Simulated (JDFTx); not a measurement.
Input of a JDFTx 1.7.0 (patched build) run:

File CdS.in:

```
include CdS.lattice
coords-type Lattice
include CdS.ionpos

ion-species pseudo/Cd.upf
ion-species pseudo/S.upf
elec-cutoff 51 408
elec-ex-corr lda-PW
kpoint-folding 7 7 4
elec-smearing Gauss 0.00091873305
elec-n-bands 34
electronic-SCF nIterations 100 energyDiffThreshold 1e-09
electronic-minimize nIterations 30 energyDiffThreshold 1e-7
converge-empty-states yes
forces-output-coords Cartesian

dump-name run.$VAR
dump End Ecomponents EigStats BandEigs Kpoints Forces Stress
```

File CdS.lattice:

```
lattice \
    7.8423634172    -3.9211817086     0.0000000000 \
    0.0000000000     6.7916859450     0.0000000000 \
    0.0000000000     0.0000000000    12.7310849016
```

The input CdS.ionpos:

```
ion Cd     0.6666666667     0.3333333333     0.5000000000 1
ion Cd     0.3333333333     0.6666666667     0.0000000000 1
ion S      0.6666666667     0.3333333333     0.8750000000 1
ion S      0.3333333333     0.6666666667     0.3750000000 1
```

Potentials or basis: PseudoDojo-SR-LDA-0.4.1-standard with smoothed tails.

Run with:

```sh
$ jdftx -c 1 -i CdS.in -o CdS.out
```

Problem. What does it give for the pressure?

Solution. -3.1 GPa.

Problem. What does it give for the Loewdin charges?

Solution. Cd +1.24; S -1.05 e.

Forces in eV/Å, atoms in the order of the input:
```
Cd   0.000  0.000 -0.062
Cd   0.000  0.000 -0.062
S    0.000  0.000  0.061
S    0.000  0.000  0.061
```

**Measured values to compare with.**

From “Isotope dependence of band-gap energy”, 2008, arxiv:0807.2152, for a bulk crystal of CdS: band gap 2.5809 ± 0.0002 eV.

A measured gap of CdS is 2.5809 eV (quoted in “Isotope dependence of band-gap energy”, 2008, arxiv:0807.2152); the calculated 0.91 eV misses it by -1.67 eV. So large a miss can be the level of theory's own, or it may mean another phase, state or a wrong row. Spin-orbit coupling on Cd is left out. The value is that of LDA, without temperature or zero-point motion. Semilocal functionals fall short of measured gaps as a rule.
